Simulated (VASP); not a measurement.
# Re (P6_3/mmc) in VASP: relaxation of cell and atoms with PBE

Aim: the relaxation of cell and atoms of Re with PBE.

Everything below comes from runs of VASP 6.6.1. Logs are shortened: lines on timing, memory, paths and dates and some standing lists are left out, and cuts for length are marked.

### Step 1. The structure

It takes space group P6_3/mmc (No. 194, hexagonal). The conventional cell has a = 2.770 Å, b = 2.770 Å, c = 4.480 Å, α = 90.00°, β = 90.00°, γ = 120.00°. Re (site symmetry -6m2) is surrounded by 12 Re at 2.75 to 2.77 Å.

The cell was built by a generator and needn't be a form met in nature.

### Step 2. Relaxation of cell and atoms, PBE

File INCAR:

```
SYSTEM = Re
ALGO     = Normal         ! electronic algorithm
EDIFF    = 1E-6           ! SCF threshold, eV
EDIFFG   = -0.01          ! ionic threshold
ENCUT    = 600            ! plane-wave cutoff, eV
GGA      = PE             ! functional
IBRION   = 2              ! ionic algorithm
ISIF     = 3              ! what is computed and relaxed
ISMEAR   = 1              ! smearing method
LASPH    = .TRUE.         ! aspherical terms in the spheres
LCHARG   = .FALSE.        ! write CHGCAR
LREAL    = .FALSE.        ! projectors in reciprocal space
LWAVE    = .FALSE.        ! write WAVECAR
NELM     = 60             ! most SCF steps
NSW      = 60             ! ionic steps
PREC     = Accurate       ! precision mode
SIGMA    = 0.1            ! smearing width, eV
```

File KPOINTS:

```
k-points
0
G
  12 12 8
  0 0 0
```

File POSCAR:

```
Re
1.0
    2.7700000000      0.0000000000      0.0000000000
   -1.3850000000      2.3988903685      0.0000000000
    0.0000000000      0.0000000000      4.4800000000
Re
2
Direct
    0.3333333333      0.6666666667      0.2500000000
    0.6666666667      0.3333333333      0.7500000000
```

Potentials or basis: VASP PAW PBE potentials, release 64 (Re).

Command:

```sh
> cat potpaw_PBE.64/Re/POTCAR > POTCAR
> mpirun -np 1 vasp_std > vasp.out
```

OUTCAR:

```text
SYSTEM = Re
   EDIFF = 1E-6
   EDIFFG = -0.01
   ENCUT = 600
   GGA = PE
   IBRION = 2
   ISIF = 3
   ISMEAR = 1
   LASPH = .TRUE.
   LREAL = .FALSE.
   NELM = 60
   NSW = 60
   PREC = Accurate

 ion  position               nearest neighbor table
   1  0.333  0.667  0.250-   2 2.75   2 2.75   2 2.75   2 2.75   2 2.75   2 2.75
   2  0.667  0.333  0.750-   1 2.75   1 2.75   1 2.75   1 2.75   1 2.75   1 2.75

  LATTYP: Found a hexagonal cell.
 ALAT       =     2.7700000000
 C/A-ratio  =     1.6173285199

  Lattice vectors:

 A1 = (   2.7700000000,   0.0000000000,   0.0000000000)
 A2 = (  -1.3850000000,   2.3988903685,   0.0000000000)
 A3 = (   0.0000000000,   0.0000000000,   4.4800000000)

Analysis of symmetry for initial positions (statically):
=====================================================================
 Subroutine PRICEL returns:
 Original cell was already a primitive cell.

 Routine SETGRP: Setting up the symmetry group for a
 hexagonal supercell.

 Subroutine GETGRP returns: Found 24 space group operations
 (whereof 12 operations were pure point group operations)
 out of a pool of 24 trial point group operations.

The static configuration has the point symmetry D_3d.
 The point group associated with its full space group is D_6h.

Analysis of symmetry for dynamics (positions and initial velocities):
=====================================================================
 Subroutine PRICEL returns:
 Original cell was already a primitive cell.

 Routine SETGRP: Setting up the symmetry group for a
 hexagonal supercell.

 Subroutine GETGRP returns: Found 24 space group operations
 (whereof 12 operations were pure point group operations)
 out of a pool of 24 trial point group operations.

The dynamic configuration has the point symmetry D_3d.
 The point group associated with its full space group is D_6h.

 Subroutine INISYM returns: Found 24 space group operations
 (whereof 12 operations are pure point group operations),
 and found     1 'primitive' translations

----------------------------------------------------------------------------------------

                                     Primitive cell

  volume of cell :      29.7693

  direct lattice vectors                    reciprocal lattice vectors
     2.770000000  0.000000000  0.000000000     0.361010830  0.208429700  0.000000000
    -1.385000000  2.398890369  0.000000000     0.000000000  0.416859400  0.000000000
     0.000000000  0.000000000  4.480000000     0.000000000  0.000000000  0.223214286

  length of vectors
     2.770000000  2.770000000  4.480000000     0.416859400  0.416859400  0.223214286

  position of ions in fractional coordinates (direct lattice)
[... 105 lines left out ...]
   LHFCALC =     F    Hartree Fock is set to
   AEXX    =    0.0000 exact exchange contribution
   IVDW    =     0    specifies the selected vdW correction
   LEPSILON=     F    determine dielectric tensor
   LRPA    =     F    only Hartree local field effects (RPA)
 conjugate gradient relaxation of ions
 non-spin polarized calculation
 Methfessel and Paxton  Order N= 1 SIGMA  =   0.10
  energy-cutoff  :      600.00
  volume of cell :       29.77
 maximum number of plane-waves:      1017
 NGX is ok and might be reduce to    24
   NGX = 11   NGY = 11   NGZ = 17

--------------------------------------- Ionic step        1  -------------------------------------------

 number of electron      14.0000000 magnetization

 Free energy of the ion-electron system (eV)
  ---------------------------------------------------
  ext. energy  EPLUGINS =         0.00000000
  ---------------------------------------------------
  free energy    TOTEN  =       -24.85976338 eV

  energy without entropy =      -24.86064500  energy(sigma->0) =      -24.86005725

------------------------ aborting loop because EDIFF is reached ----------------------------------------

  FORCE on cell =-STRESS in cart. coord.  units (eV):
  Direction    XX          YY          ZZ          XY          YZ          ZX
  --------------------------------------------------------------------------------------
  -------------------------------------------------------------------------------------
  Total        0.2191148      0.2191148      0.2107447      0.0000000      0.0000000     -0.0000000
  in kB       11.7927227     11.7927227     11.3422452      0.0000000      0.0000000     -0.0000000
  external PRESSURE =      11.6425635 kB  Pullay stress =       0.0000000 kB
[... 59 lines left out ...]
--------------------------------------- Ionic step        3  -------------------------------------------

 number of electron      14.0000000 magnetization

 Free energy of the ion-electron system (eV)
  ---------------------------------------------------
  ext. energy  EPLUGINS =         0.00000000
  ---------------------------------------------------
  free energy    TOTEN  =       -24.86008889 eV

  energy without entropy =      -24.86097274  energy(sigma->0) =      -24.86038350

 E-fermi :   7.6813     XC(G=0): -13.6499

 val. band max:        7.6670205055   @ k =   0.3333   0.3333   0.0000
 cond. band min:       7.6967290217   @ k =   0.0833   0.0000   0.0000
 fundamental gap:      0.0297085162
 Fermi energy:         7.6813382896

 k-point     1 :       0.0000    0.0000    0.0000
  band No.  band energies     occupation
      1      -2.0597      2.00000
      2       1.1878      2.00000
      3       6.1464      2.00000
      4       6.1677      2.00000
      5       6.1677      2.00000
      6       6.9803      2.00000
      7       6.9803      2.00000
      8       7.9058     -0.00672
      9       7.9058     -0.00672
     10       8.2776     -0.00000
     11      11.0032      0.00000
[... 309 lines left out ...]
 k-point    24 :       0.3333    0.0000    0.1250
  band No.  band energies     occupation
      1       1.1425      2.00000
      2       2.4513      2.00000
      3       3.4905      2.00000
      4       4.8204      2.00000
      5       6.1841      2.00000
      6       6.3447      2.00000
      7       6.9734      2.00000
      8       9.7516      0.00000
      9       9.7937      0.00000
     10      10.1163      0.00000
     11      11.7345      0.00000

 [... further k-points ...]

------------------------ aborting loop because EDIFF is reached ----------------------------------------

  FORCE on cell =-STRESS in cart. coord.  units (eV):
  Direction    XX          YY          ZZ          XY          YZ          ZX
  --------------------------------------------------------------------------------------
  -------------------------------------------------------------------------------------
  Total        0.0041163      0.0041163     -0.0005910      0.0000000      0.0000000      0.0000000
  in kB        0.2208612      0.2208612     -0.0317122      0.0000000      0.0000000      0.0000000
  external PRESSURE =       0.1366701 kB  Pullay stress =       0.0000000 kB
[... 17 lines left out ...]
  FREE ENERGIE OF THE ION-ELECTRON SYSTEM (eV)
  ---------------------------------------------------
  free  energy   TOTEN  =       -24.8600888867 eV

  energy  without entropy=      -24.8609727371  energy(sigma->0) =      -24.86038350

 reached required accuracy - stopping structural energy minimisation
```

CONTCAR:

```text
Re
   1.00000000000000
     2.7728668905013585    0.0000000000000000   -0.0000000000000000
    -1.3864334452506792    2.4013731685040982   -0.0000000000000000
     0.0000000000000000    0.0000000000000000    4.4844595834589089
  Re
     2
Direct
     0.3333333332999970    0.6666666667000030    0.2500000000000000
     0.6666666667000030    0.3333333332999970    0.7500000000000000

  0.00000000E+00  0.00000000E+00  0.00000000E+00
  0.00000000E+00  0.00000000E+00  0.00000000E+00
```

Wall time 44 s (1 thread of AMD EPYC 9R45 (Zen 5), shared host); peak memory 0.16 GiB.

Results:

* Free energy: -24.8601 eV
* Relaxed volume: 14.93 Å³/atom
* Relaxed cell: a = 2.773 Å, b = 2.773 Å, c = 4.484 Å, α = 90.00°, β = 90.00°, γ = 120.00°
* Space group after relaxing (to 0.05 Å): P6_3/mmc (No. 194)
* Energy gained by relaxing: 0.2 meV/atom
* Ionic steps: 3
* Pressure after relaxing: 0.0 GPa
* Band gap on the k mesh: none (metal or under the smearing width)

Step by step:
```tsv
step	energy change (eV)	largest force (eV/Å)	pressure (GPa)	volume (Å³)
1	0.0000	0.0000	1.16	29.77
2	0.0051	0.0000	-4.55	30.24
3	-0.0003	0.0000	0.01	29.86
```

Final structure:
```
CELL_PARAMETERS angstrom
2.77287 0.00000 0.00000
-1.38643 2.40137 0.00000
0.00000 0.00000 4.48446
ATOMIC_POSITIONS crystal
Re 0.33333 0.66667 0.25000
Re 0.66667 0.33333 0.75000
```
